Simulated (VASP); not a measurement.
Write the native input for VASP 6.6.1 that does the following.

* Task: relaxation of cell and atoms
* Functional: PBE
* Potentials or basis: VASP PAW PBE potentials, release 64 (Mg, O)
* Cutoff: 520 eV
* k mesh: 12 × 12 × 12
* Occupations: gaussian, width 0.02 eV
* Spin: no spin polarisation
* Further INCAR settings: ALGO = Fast; EDIFF = 1e-07; IBRION = 2; EDIFFG = -0.15; NSW = 80; ISIF = 3

The structure of MgO lies in POSCAR:

```
MgO
1.0
    0.0000000000      2.1050000000      2.1050000000
    2.1050000000      0.0000000000      2.1050000000
    2.1050000000      2.1050000000      0.0000000000
Mg O
1 1
Direct
    0.0000000000      0.0000000000      0.0000000000
    0.5000000000      0.5000000000      0.5000000000
```

One way to write it, as run:

INCAR

```
ALGO = Fast
EDIFF = 1E-7
EDIFFG = -0.15
ENCUT = 520
GGA = PE
IBRION = 2
ISIF = 3
ISMEAR = 0
LASPH = T
LCHARG = F
LREAL = F
LWAVE = F
NELM = 80
NSW = 80
PREC = Accurate
SIGMA = 0.02
```

KPOINTS

```
k-points
0
Gamma
  12 12 12
```

Potentials or basis: VASP PAW PBE potentials, release 64 (Mg, O).

Command:

```bash
$ cat potpaw_PBE.64/Mg/POTCAR potpaw_PBE.64/O/POTCAR > POTCAR
$ mpirun -np 1 vasp_std > vasp.out
```

It gave:

* Relaxed volume: 9.66 Å³/atom
* Relaxed cell: a = 3.012 Å, b = 3.012 Å, c = 3.012 Å, α = 60.00°, β = 60.00°, γ = 60.00°
* Space group after relaxing (to 0.05 Å): Fm-3m (No. 225)
* Energy gained by relaxing: 2.8 meV/atom
* Ionic steps: 2
* Pressure after relaxing: -1.3 GPa
* Band gap on the k mesh: 4.41 eV, direct

Run time: 8.3 s on 1 thread of Intel(R) Xeon(R) 6975P-C (Granite Rapids), with other jobs on the host, peak memory 0.14 GiB.
